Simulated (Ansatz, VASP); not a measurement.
# One calculation of Rh, two programs

```
CELL_PARAMETERS angstrom
0.00000 1.87303 1.90155
1.87303 0.00000 1.90155
1.87303 1.87303 0.00000
ATOMIC_POSITIONS crystal
Rh 0.00000 0.00000 0.00000
```

Change from the starting cell: strain -0.015 along x and y, +0.000 along z, atoms carried along.

Alike in both runs: task single point; functional PBEsol; k mesh 22 × 22 × 22; occupations gaussian, width 0.15 eV; no spin polarisation.

|  | VASP | Ansatz |
| --- | --- | --- |
| version | VASP 6.6.1 | Ansatz 0.2.0 |
| potentials or method | VASP PAW PBE potentials, release 64 (Rh_pv) | scalar-relativistic, plane waves, PAW |
| plane-wave cutoff (eV) | 520 | 420 |
| valence electrons in the cell | 15 | 17 |

|  | VASP | Ansatz | Ansatz less VASP |
| --- | --- | --- | --- |
| gap on the k mesh at the Fermi level (eV) | none | none | - |
| pressure (GPa) | 3.7 | 3.8 | +0.04 |
| largest component of the traceless stress (GPa) | 2.75 | 2.76 | +0.007 |

A gap of «none» marks a metal or a gap that the smearing closes. The two sets of potentials don't hold the same shells in valence.

Caveats: the PAW data sets were made with another functional, which shifts forces and pressure a little (VASP).
